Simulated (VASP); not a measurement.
Runs of VASP 6.6.1 on CdS. Symmetry: F-43m, No. 216, cubic system. Conventional cell: a = 5.836 Å, b = 5.836 Å, c = 5.836 Å, α = 90.00°, β = 90.00°, γ = 90.00°. Cd (site symmetry -43m) is surrounded by 4 S at 2.53 Å. S (site symmetry -43m) is surrounded by 4 Cd at 2.53 Å. The cell is a database's computed one.

| level | potentials or basis | k mesh | cutoff (eV) | smearing | gap on the mesh (eV) | pressure (GPa) |
| --- | --- | --- | --- | --- | --- | --- |
| PBEsol | VASP PAW PBE potentials, release 64 (Cd, S_h) | 8 × 8 × 8 | 900 | gaussian 0.02 eV | 1.01 | 0.1 |
| r2SCAN | VASP PAW PBE potentials, release 64 (Cd, S) | 8 × 8 × 8 | 520 | gaussian 0.02 eV | 1.59 | (a) |
| PBEsol | VASP PAW PBE potentials, release 64 (Cd, S) | 12 × 12 × 12 | 520 | gaussian 0.02 eV | 1.01 | 0.1 |
| PBEsol | VASP PAW PBE potentials, release 64 (Cd, S) | 8 × 8 × 8 | 520 | gaussian 0.5 eV | 1.01 | 0.1 |
| PBEsol | VASP PAW PBE potentials, release 64 (Cd, S) | 8 × 8 × 8 | 700 | gaussian 0.02 eV | 1.01 | 0.1 |

Alike in all rows: task single point; no spin polarisation; cell as given.

Problem. Estimate the missing entries.

Solution. (a) 1.7.

Caveats: the PAW data sets were made with another functional, which shifts forces and pressure a little.

A k mesh can miss the band edges, and the runs leave out spin-orbit coupling on Cd.

Not every run made on this cell is shown here.
